### Is the compression curve the same for every functional?

When the density functional is changed, does ytterbium resist compression differently, or does it merely start from another volume? Both happen, and the two effects oppose each other. The magnitudes to remember are a bulk modulus near 20 GPa and a pressure difference between functionals of 1 to 2 GPa; they are calculated for the omega structure, not for the fcc form that ytterbium has at ambient conditions. In so soft a metal, that difference is enough to move the relaxed volume by 7 to 9 %.

Yb in the omega (AlB2-type) structure, from Ansatz 0.2.0 (scalar-relativistic plane-wave PAW, 420 eV cutoff, 0.1 eV Fermi-Dirac smearing, no spin polarisation). Each relaxed cell is scaled uniformly from 35.33 (PBE), 37.84 (revPBE) or 32.12 (PBEsol) Å³ an atom. Energies are extrapolated to zero smearing and count from scale 1; pressures keep the smearing and are positive in compression.

| volume scale | energy change, PBE (meV/atom) | pressure, PBE (GPa) | energy change, revPBE (meV/atom) | pressure, revPBE (GPa) | energy change, PBEsol (meV/atom) | pressure, PBEsol (GPa) |
| --- | --- | --- | --- | --- | --- | --- |
| 0.88 | 31.3 | 2.97 | 27.2 | 2.49 | 35.0 | 3.51 |
| 0.92 | 11.9 | 1.78 | 10.2 | 1.49 | 13.7 | 2.11 |
| 0.96 | 2.1 | 0.81 | 1.7 | 0.67 | 2.7 | 0.96 |
| 1 | 0.0 | 0.02 | 0.0 | 0.01 | 0.0 | 0.02 |
| 1.04 | 4.2 | -0.63 | 3.8 | -0.53 | 4.3 | -0.75 |
| 1.08 | 13.4 | -1.15 | 11.9 | -0.98 | 14.2 | -1.38 |
| 1.12 | 26.6 | -1.58 | 23.6 | -1.36 | 28.7 | -1.89 |

**Equal scale is not equal volume**

At equal volume scale, the three pressure curves look like one curve drawn to different heights. The revPBE pressures are 14 to 17 % smaller in size than those of PBE, and the PBEsol pressures 18 to 20 % larger; scale 1 is left out, because there the pressure is almost zero. Taken at face value, revPBE describes the softest metal and PBEsol the stiffest.

The bulk modulus B puts this into one number: it is the rise in pressure divided by the fractional loss of volume that causes it. For PBE, the pressures at scales 0.96 and 1.04 give B = (0.81 + 0.63)/0.08 = 18 GPa. The same step gives 15 GPa for revPBE and 21 GPa for PBEsol. But each value belongs to a different cell: that of revPBE is the largest and that of PBEsol the smallest.

The order reverses when all three are compared over the same true volumes, from 33.3 to 35.9 Å³ an atom. There revPBE is the stiffest, with an average of 21 GPa, followed by PBE with 20 GPa and PBEsol with 16 GPa. What looked like a softer functional is a functional that relaxes to a larger and therefore softer cell.

**An added pressure that fades**

A simple way to picture this is to write the pressure of each functional as the PBE pressure at the same volume V plus a difference, P(V) = P_PBE(V) + ΔP(V). Over the volumes that all three curves share, ΔP for revPBE pushes outward by about 1.2 GPa, so the crystal expands until its own cohesion balances the push. For PBEsol, ΔP pulls inward by 1.6 to 1.9 GPa over the same range, and the crystal shrinks.

Theory suggests a reason for the two signs, though these runs do not isolate it. In these functionals the exchange energy is enhanced where the electron density varies rapidly compared with its own size, as it does in the thin outer parts of the atoms. When the crystal expands, neighbouring atoms fill in those parts less, and the enhancement grows. revPBE rewards this more strongly than PBE and so favours a larger cell, whereas PBEsol rewards it less.

The difference should also fade as the atoms move apart, because their densities then overlap less. The curves show this: between the two ends of the common range, ΔP shrinks from 1.26 to 1.14 GPa for revPBE, and it shrinks for PBEsol too. An outward push that weakens on expansion makes the pressure fall faster with volume, which means a stiffer crystal. An inward pull that weakens does the opposite.

A spring that grows weaker as it is stretched behaves in much the same way. Hang a weight on it, and it settles at a greater length, where it is softer. The comparison ends with the weight, which stays constant and so leaves the stiffness at a given length unchanged. In the crystal the load itself depends on volume, and that is why the order of stiffness can reverse.

The size of each effect can be read by following the PBE curve to the other relaxed volumes. At the revPBE volume, PBE alone would soften from 18 to 13 GPa; the fading push brings revPBE back to 15 GPa. At the PBEsol volume, PBE would stiffen to 26 GPa, and the fading pull lowers this to the 21 GPa found above. Volume therefore sets the order at the relaxed cells, while the functional's own effect offsets part of it.

The revPBE side of the reversal is the more delicate one, since it rests on a difference of only 1.5 GPa in B. The k meshes differ between the functionals, and all three use atomic datasets made for PBE, a mismatch of which the program warns in every PBEsol run. The size of neither effect was tested. For practical use, a bulk modulus from any of these curves should be quoted together with its volume.

**Why a small squeeze seems too cheap**

The energies contain an irregularity that all three functionals share. Solids normally resist compression more than equal expansion, yet here scale 0.96 costs less energy than 1.04, and 0.92 costs less than 1.08. Only the widest pair, 0.88 and 1.12, shows the usual order.

The cause is that the energies and the pressures refer to different electronic conditions. The cell and its pressure belong to a smearing of 0.1 eV, which acts like an electron temperature of roughly 1200 K. The energies have been extrapolated to zero smearing. The two are linked by the electronic entropy term TS (temperature times entropy): the extrapolated energy is the free energy plus half of TS.

Because TS grows with volume, adding half of it makes expansion look dearer and compression cheaper. When this half is taken away again, compression costs more than expansion in every pair and for every functional. The printed analysis after this section gives these free energies together with the comparisons at equal volume.

The displacement of the energy minimum can be estimated from PBE without an adjustable constant:

1. From scale 0.96 to 1.04, TS rises from 86.7 to 92.4 meV an atom, so half of it rises by about 2.9 meV.
2. The volume grows by 0.08 × 35.33 = 2.8 Å³ an atom, which makes the slope about 1 meV/Å³, or 0.16 GPa.
3. Dividing by B gives 0.16/18 ≈ 0.9 %.

The minimum of the extrapolated energy should thus lie about 0.9 % below the relaxed volume. A parabola through the three central PBE energies puts it at 0.04 × (4.2 − 2.1)/[2 × (4.2 + 2.1)] ≈ 0.7 %. The agreement is fair for a curve that is not a true parabola. It shows only that energies, pressures and entropy term are consistent, since half of TS is part of the extrapolated energy by construction; it does not test whether the extrapolation itself is sound.

The entropy term is large: two free electrons an atom at this density would give a TS of only about 20 meV, while PBE gives 90 meV at scale 1. What supplies the rest is a matter for conjecture. The filled 4f states, which these runs treat as valence states, may lie close enough to the Fermi level for the smearing to empty them slightly; functionals of this kind tend to place them too high, and spin–orbit coupling, which would split them, is left out. If so, the extrapolation to zero smearing would be unreliable, and the displaced minimum could be an artefact of the settings. The reversal of stiffness at equal volume rests on the pressures and does not use that extrapolation, but those pressures belong to the same smearing and the same 4f states, so they are not free of such an error.

The analysis program printed:

```
relaxed volume of revPBE against PBE, %: 7.104
relaxed volume of PBEsol against PBE, %: -9.086
pressure ratio revPBE to PBE at equal scale, smallest (scale 1 left out, pressure near zero): 0.8272
pressure ratio revPBE to PBE at equal scale, largest: 0.8608
pressure ratio PBEsol to PBE at equal scale, smallest: 1.182
pressure ratio PBEsol to PBE at equal scale, largest: 1.2
bulk modulus at own relaxed cell, PBE, GPa: 18
bulk modulus at own relaxed cell, revPBE, GPa: 15
bulk modulus at own relaxed cell, PBEsol, GPa: 21.38
mean bulk modulus from 33.3 to 35.9 A3 an atom, PBE, GPa: 19.64
mean bulk modulus from 33.3 to 35.9 A3 an atom, revPBE, GPa: 21.14
mean bulk modulus from 33.3 to 35.9 A3 an atom, PBEsol, GPa: 15.61
bulk modulus of PBE at the relaxed volume of revPBE, GPa: 13.1
bulk modulus of PBE at the relaxed volume of PBEsol, GPa: 25.51
pressure of revPBE less PBE at 33.3 A3 an atom, GPa: 1.256
pressure of revPBE less PBE at 35.9 A3 an atom, GPa: 1.143
pressure of PBEsol less PBE at 33.3 A3 an atom, GPa: -1.921
pressure of PBEsol less PBE at 35.9 A3 an atom, GPa: -1.618
free energy change at 0.1 eV smearing and entropy term TS, meV an atom:
   row  free energy PBE  free energy revPBE  free energy PBEsol  TS PBE
  0.88            35.46               31.81                38.3   81.24
  0.92            14.73               13.23               15.94    83.9
  0.96            3.538               3.162               3.855   86.69
   1.0                0                   0                   0   89.57
  1.04             2.78               2.575               3.072   92.41
  1.08            10.67               9.762                11.7   95.04
  1.12            22.73               20.91               24.89   97.31
outward pressure from half the entropy term, PBE near scale 1, GPa: 0.162
estimated offset of the zero-smearing energy minimum below scale 1, PBE, % of volume: 0.9002
```
